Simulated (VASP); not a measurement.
A run of VASP 6.6.1 is set up as follows.

File INCAR:

```
SYSTEM = C
  ALGO = Normal
  EDIFF = 1E-7
  ENCUT = 600
  GGA = PE
  ISIF = 2
  ISMEAR = 0
  LASPH = .True.
  LCHARG = .False.
  LREAL = .False.
  LWAVE = .False.
  NELM = 100
  PREC = Accurate
  SIGMA = 0.02
```

Contents of KPOINTS:

```
k-points
0
Gamma
  10 10 10
  0 0 0
```

Contents of POSCAR:

```
C
1.0
    0.0000000000      1.7833700000      1.7833700000
    1.7833700000      0.0000000000      1.7833700000
    1.7833700000      1.7833700000      0.0000000000
C
2
Direct
    0.0000000000      0.0000000000      0.0000000000
    0.2500000000      0.2500000000      0.2500000000
```

Potentials or basis: VASP PAW PBE potentials, release 64 (C).

The run is started by

```console
$ cat potpaw_PBE.64/C/POTCAR > POTCAR
$ mpirun -np 1 vasp_std > vasp.out
```

(1) Estimate the pressure.

(2) Estimate the band gap on the k mesh.

Answers

(1) 1.8 GPa.

(2) 4.17 eV, indirect (least direct gap 5.59 eV).
